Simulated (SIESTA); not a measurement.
# Nb under changes of volume

One of the cells (18.922 Å³/atom); the others are scaled copies at fixed shape and fractional positions:

```
Nb
1.0
     0.00000    2.11500    2.11500
     2.11500    0.00000    2.11500
     2.11500    2.11500    0.00000
Nb
1
Direct
  0.00000 0.00000 0.00000
```

This isn't the form of Nb at room conditions, which is bcc.

| Quantity | Value |
| --- | --- |
| Program | SIESTA 5.4.2 |
| Functional | LDA |
| Potentials or basis | PseudoDojo 0.4 standard (LDA files) |
| Basis | DZP (energy shift 0.003 Ry; two zetas on semicore shells) |
| Grid cutoff | 800 Ry |
| Energy shift | 0.003 Ry |
| k mesh | 11 × 11 × 11 |
| Occupations | fermi-dirac, width 0.05 eV |
| Spin | no spin polarisation |

```csv
volume (Å³/atom),energy over the lowest point (meV/atom),pressure (GPa)
17.786,0.00,0.7
18.165,2.94,-3.1
18.543,14.51,-6.5
18.922,33.75,-9.6
19.300,59.88,-12.4
19.679,92.30,-14.8
20.057,?,?
```

Problem. What does the run at 20.057 Å³/atom give?

Solution. Energy over the lowest point 130.22 meV/atom; pressure -17.0 GPa.

Worked out: A Birch-Murnaghan fit of order 3 (a polynomial in V^(-2/3)) to the other rows has its minimum at 17.85 Å³/atom with B0 = V·E''(V) = 187 GPa and B' = 4.1. It gives 130.19 meV/atom at 20.057 Å³/atom, against the run's 130.22, and -dE/dV = -17.2 GPa, against -17.0.

Energies are extrapolated to zero smearing.

Caveats: the basis of atomic orbitals isn't converged, which shifts pressures, moduli and gaps.
